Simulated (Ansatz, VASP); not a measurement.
## SnSe2: VASP beside Ansatz

Contents of INCAR:

```
SYSTEM = SnSe2
PREC = Accurate
ENCUT = 520
EDIFF = 1E-6
ISMEAR = 0
SIGMA = 0.05
LREAL = .False.
LASPH = .True.
NELM = 60
ALGO = Normal
ISIF = 2
LWAVE = .False.
LCHARG = .False.
GGA = PS
NBANDS = 20
```

The input KPOINTS:

```
regular mesh
0
Gamma
  9 9 6
  0 0 0
```

Contents of POSCAR:

```
SnSe2
1.0
    3.8632107324      0.0000000000      0.0000000000
   -1.9316053662      3.3456386344      0.0000000000
    0.0000000000      0.0000000000      5.9722357835
Sn Se
1 2
Direct
    0.0000000000      0.0000000000      0.0000000000
    0.3333333333      0.6666666667      0.2500000000
    0.6666666667      0.3333333333      0.7500000000
```

Input for Ansatz:

```yaml
crystal:
  lattice:
    - [3.8632107324, 0.0, 0.0]
    - [-1.9316053662, 3.3456386344, 0.0]
    - [0.0, 0.0, 5.9722357835]
  atoms:
    - { symbol: Sn, position: [0.0, 0.0, 0.0] }
    - { symbol: Se, position: [0.3333333333, 0.6666666667, 0.25] }
    - { symbol: Se, position: [0.6666666667, 0.3333333333, 0.75] }
basis:
  ecutwfc: 420
kpoints:
  mp_grid: { grid: [9, 9, 6] }
hamiltonian:
  xc: pbesol
scf:
  occupations: { method: gaussian, width: 0.05 }
output:
  forces: true
  stress: true
  eigenvalues: true
```

Alike in both runs: task single point; functional PBEsol; k mesh 9 × 9 × 6; occupations gaussian, width 0.05 eV; no spin polarisation.

|  | VASP | Ansatz |
| --- | --- | --- |
| version | VASP 6.6.1 | Ansatz 0.2.0 |
| potentials or method | VASP PAW PBE potentials, release 64 (Sn_d, Se) | scalar-relativistic, plane waves, PAW |
| plane-wave cutoff (eV) | 520 | 420 |
| valence electrons in the cell | 26 | 46 |

```tsv
	VASP	Ansatz	Ansatz less VASP
gap on the k mesh at the Fermi level (eV)	0.42	0.43	+0.008
least direct gap on the mesh (eV)	0.53	0.54	+0.010
pressure (GPa)	2.3	2.1	-0.13
largest component of the traceless stress (GPa)	2.42	2.42	+0.004
rms of the force components (eV/Å)	0.356	0.347	-0.0097
```

Atom by atom the forces differ by 0.010 eV/Å (rms over components). The functional is the same, so the differences come from potentials, cutoffs and numerics. The two sets of potentials don't hold the same shells in valence.

Caveats: the PAW data sets were made with another functional, which shifts forces and pressure a little (VASP); spin-orbit coupling is left out, which moves the levels of the heavy elements; an odd mesh through Γ misses points on the zone boundary, where band edges often lie; the cell's inner coordinates are idealised or old, which leaves forces on the atoms; this functional lacks dispersion, which binds the layers, so the pressure and a relaxed spacing across them are unreliable.
